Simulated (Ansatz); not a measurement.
# TiB: structure and electronic properties

Aim: for TiB, relax cell and atoms, see whether it has a gap, which orbitals make up the states near it and how charge is shared and compare with the cell as listed.

Method: DFT r2SCAN, scalar-relativistic, plane waves, PAW, in Ansatz 0.2.0.

## Step 1: The system as given

Symmetry: F-43m, No. 216, cubic system. Conventional cell: a = 4.202 Å, b = 4.202 Å, c = 4.202 Å, α = 90.00°, β = 90.00°, γ = 90.00°. Ti (site symmetry -43m) is surrounded by 4 B at 1.82 Å. B (site symmetry -43m) has 4 Ti at 1.82 Å as nearest neighbours.

As a file:

```cif
data_structure
_symmetry_space_group_name_H-M 'F-43m'
_symmetry_Int_Tables_number 216
_cell_length_a 4.2020
_cell_length_b 4.2020
_cell_length_c 4.2020
_cell_angle_alpha 90.000
_cell_angle_beta 90.000
_cell_angle_gamma 90.000
_cell_volume 74.19
loop_
_atom_site_label
_atom_site_type_symbol
_atom_site_symmetry_multiplicity
_atom_site_Wyckoff_symbol
_atom_site_fract_x
_atom_site_fract_y
_atom_site_fract_z
_atom_site_occupancy
Ti1 Ti 4 c 0.25000 0.25000 0.25000 1
B1 B 4 a 0.00000 0.00000 0.00000 1
```

Source of the structure: the Crystallography Open Database.

(A quick probe on a coarse mesh, which set the mesh and smearing, is not shown.)

## Step 3: Coarse relaxation

input.yaml

```yaml
crystal:
  lattice:
    - [0.0, 2.101, 2.101]
    - [2.101, 0.0, 2.101]
    - [2.101, 2.101, 0.0]
  atoms:
    - { symbol: Ti, position: [0.75, 0.75, 0.75] }
    - { symbol: B, position: [0.0, 0.0, 0.0] }
basis:
  ecutwfc: 500
kpoints:
  mp_grid: { grid: [8, 8, 8] }
hamiltonian:
  xc: r2scan
scf:
  occupations: { method: gaussian, width: 0.1 }
output:
  forces: true
  stress: true
  eigenvalues: true
relax:
  adjacent_minimum: "off"
  f_tol: 0.05
  max_steps: 80
  cell: { stress_tol: 0.5 }
```

Launch:

```console
$ ansatz run input.yaml --threads 1 --pin off --max-ram 2560MiB --backend cpu --events-out ev --progress --plain --runs-dir out
```

The session goes on with these runs: full relaxation; electronic structure at the relaxed geometry; the cell as listed, for comparison.

What does the calculation give? Wanted: relaxed cell; volume; formation energy; gap; states at the Fermi level; Bader charges; listed cell.

The runs gave:

```
                                                               quantity                                                                      value
                                            relaxed cell (conventional)  a = 4.953 Å, b = 4.953 Å, c = 4.953 Å, α = 90.00°, β = 90.00°, γ = 90.00°
                                                   space group (0.01 Å)                                                            F-43m (No. 216)
                                                                 volume                                                              15.19 Å³/atom
formation energy (elements from runs with the same settings, not shown)                                                              +0.68 eV/atom
                                                                    gap                                                               none (metal)
                                              states at the Fermi level                                                       1.73 per eV per cell
                                                          Bader charges                                                        Ti +1.40, B -1.40 e
                                                            listed cell        1552.9 meV/atom above the relaxed cell, 121.1 GPa, gap none (metal)
```

**Reading.** The volume changed by +64 %, so the start was far from this level's equilibrium or the structure changed its character. A change this large, from a start under high stress, points beyond the functional: the entry may be disordered, lack atoms or hold sites in another order than in this ordered cell, or the electronic state differs. There is no gap at this level. Of the projected weight within 0.25 eV of the Fermi level, the largest part is Ti 3d (50 %) and B 2p (47 %). Bader charges reach 1.4 e, so charge transfer in this metal is strong. The listed cell costs 1552.9 meV/atom and carries a pressure of 121.1 GPa at this level.
